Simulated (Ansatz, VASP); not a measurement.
Ga in VASP and in Ansatz

```
Ga
1.0
     2.71648    0.00000    0.00000
     0.00000    2.71648    0.00000
     0.00000    0.00000    2.71648
Ga
1
Direct
  0.00000 0.00000 0.00000
```

The cell was built by a generator and needn't be a form met in nature.

Alike in both runs: task relaxation of cell and atoms; functional RPBE; k mesh 10 × 10 × 10; occupations fermi-dirac, width 0.05 eV; no spin polarisation.

|  | VASP | Ansatz |
| --- | --- | --- |
| version | VASP 6.6.1 | Ansatz 0.2.0 |
| potentials or method | VASP PAW PBE potentials, release 64 (Ga_d) | Ansatz PAW |
| plane-wave cutoff (eV) | 600 | 420 |
| valence electrons in the cell | 13 | 13 |

```csv
,VASP,Ansatz,Ansatz less VASP
"gap on the k mesh at the Fermi level, each at its own relaxed structure (eV)",none,none,-
relaxed volume (Å³/atom),21.16,21.06,-0.098
relaxed cell length with the largest relative difference (Å),2.766,2.762,-0.0043
energy change over the relaxation (meV/atom),-7,-6,+0.7
```

A gap of «none» marks a metal or a gap that the smearing closes.

Caveats: the PAW data sets were made with another functional, which shifts forces and pressure a little (VASP); the plane-wave basis is chosen anew once the cell has moved, so the energies of steps on either side of that aren't comparable (Ansatz); the PAW data sets come from PBE, with cores solved anew for the run's functional, which leaves a small shift of forces and pressure (Ansatz).
